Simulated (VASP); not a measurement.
A run of VASP 6.6.1 is set up as follows.

INCAR

```
ALGO = Normal
EDIFF = 1E-7
EDIFFG = -0.005
ENCUT = 600
GGA = RP
IBRION = 2
ISIF = 3
ISMEAR = 0
LASPH = T
LCHARG = F
LREAL = F
LWAVE = F
NELM = 80
NSW = 90
PREC = Accurate
SIGMA = 0.1
```

KPOINTS

```
k-points
0
Gamma
  18 18 10
```

File POSCAR:

```
Pt
1.0
    2.7743674600      0.0000000000      0.0000000000
   -1.3871837300      2.4026727000      0.0000000000
    0.0000000000      0.0000000000      4.5305420600
Pt
2
Direct
    0.3333333300      0.6666666700      0.2500000000
    0.6666666700      0.3333333300      0.7500000000
```

Potentials or basis: VASP PAW PBE potentials, release 64 (Pt).

Launch:

```sh
$ cat potpaw_PBE.64/Pt/POTCAR > POTCAR
$ mpirun -np 1 vasp_std > vasp.out
```

What does it give for the relaxed volume?

16.00 Å³/atom.

Predict the space group after relaxing (to 0.05 Å).

P6_3/mmc (No. 194).

Predict the band gap on the k mesh.

none (metal or under the smearing width).

The path:
```csv
step,energy change (eV),largest force (eV/Å),pressure (GPa),volume (Å³)
1,0.0000,0.0000,15.10,30.20
2,0.2760,0.0000,-21.56,36.84
3,-0.0898,0.0000,-1.63,32.19
4,-0.0901,0.0000,-1.01,32.10
5,-0.1104,0.0000,-0.29,32.01
6,-0.1138,0.0000,0.38,31.95
7,-0.1138,0.0000,0.42,31.94
8,-0.1136,0.0000,-0.81,32.12
9,-0.1139,0.0000,0.03,32.00
10,-0.1139,0.0000,0.02,32.00
```

Caveat: the PAW data sets were made with another functional, which shifts forces and pressure a little. The run has no spin-orbit coupling, so splittings on Pt are missing.
